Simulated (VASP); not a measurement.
The system is NaH.

```
Na H
1.0
     0.00000    2.44000    2.44000
     2.44000    0.00000    2.44000
     2.44000    2.44000    0.00000
Na H
1 1
Direct
  0.00000 0.00000 0.00000
  0.50000 0.50000 0.50000
```

- Program: VASP 6.6.1
- Task: single point
- Functional: PBE
- Potentials or basis: VASP PAW PBE potentials, release 64 (Na_pv, H)
- Cutoff: 900 eV
- k mesh: 8 × 8 × 8
- Occupations: gaussian, width 0.02 eV
- Spin: no spin polarisation

On this cell: pressure -0.6 GPa; largest force zero by symmetry; band gap on the k mesh 3.71 eV, indirect (least direct gap 4.55 eV).

The same run follows on a disturbed copy (grid = ENCUT=900 k=8x8x8 ISMEAR=0 SIGMA=0.02 PREC=Accurate EDIFF=1e-08 LREAL=False ADDGRID=False LASPH=True; atoms moved at random, drawn with an rms of 0.1 Å):

```
Na H
1.0
     0.00000    2.44000    2.44000
     2.44000    0.00000    2.44000
     2.44000    2.44000    0.00000
Na H
1 1
Cartesian
  0.0948 -0.0065 0.0100
  2.5325 2.4113 2.3993
```

Task: What changes?

Result: The energy moves by +0.6 meV/atom; pressure -0.6 GPa; largest force 0.043 eV/Å; band gap on the k mesh 3.71 eV, indirect (least direct gap 4.55 eV).

Forces in eV/Å, atoms in the order of the input:
```
Na  -0.002 -0.017 -0.039
H    0.002  0.017  0.039
```

A k mesh can miss the band edges.
